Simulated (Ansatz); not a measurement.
SiNi:

```
CELL_PARAMETERS angstrom
5.17310 0.00000 0.00000
0.00000 3.33810 0.00000
0.00000 0.00000 5.60490
ATOMIC_POSITIONS crystal
Ni 0.99221 0.75000 0.81248
Ni 0.50779 0.25000 0.31248
Ni 0.49221 0.75000 0.68752
Ni 0.00779 0.25000 0.18752
Si 0.67872 0.25000 0.91750
Si 0.82128 0.75000 0.41750
Si 0.17872 0.25000 0.58250
Si 0.32128 0.75000 0.08250
```

* Program: Ansatz 0.2.0
* Task: relaxation of cell and atoms
* Functional: LDA
* Potentials or basis: all-electron LAPW, scalar-relativistic
* Basis error allowed: 0.002 eV/atom
* k mesh: 4 × 6 × 4
* Occupations: fermi-dirac, width 0.05 eV
* Spin: collinear spin, ferromagnetic start
* Starting moments: [1.0, 1.0, 1.0, 1.0, 0.0, 0.0, 0.0, 0.0] μB

At the start: volume 12.10 Å³/atom.

Q: How do energy, volume and symmetry change on relaxing?

A: Over 5 steps the energy falls by 17.8 meV/atom and the volume is 11.52 Å³/atom (-4.8 %); space group Pnma (No. 62, to 0.05 Å); moment 0.00 μB per cell.

Step by step:
| step | energy change (eV) | largest force (eV/Å) | volume (Å³) |
| --- | --- | --- | --- |
| 1 | 0.0000 | 0.1535 | 96.79 |
| 2 | -0.1160 | 0.0787 | 94.07 |
| 3 | -0.1417 | 0.0097 | 91.93 |
| 4 | -0.1421 | 0.0090 | 92.13 |
| 5 | -0.1421 | 0.0089 | 92.13 |

Final structure:
```
CELL_PARAMETERS angstrom
5.12708 0.00000 0.00000
0.00000 3.26759 0.00000
0.00000 0.00000 5.49942
ATOMIC_POSITIONS crystal
Ni 0.99179 0.75000 0.81293
Ni 0.50821 0.25000 0.31293
Ni 0.49179 0.75000 0.68707
Ni 0.00821 0.25000 0.18707
Si 0.68010 0.25000 0.91709
Si 0.81990 0.75000 0.41709
Si 0.18010 0.25000 0.58291
Si 0.31990 0.75000 0.08291
```

The cell as given is a measured one (12.10 Å³/atom); LDA puts the equilibrium volume -4.8 % from it, thermal expansion not counted.

Caveat: the k mesh is thin for a metal, which can move the energy by tens of meV per atom; the starting moments weren't kept.
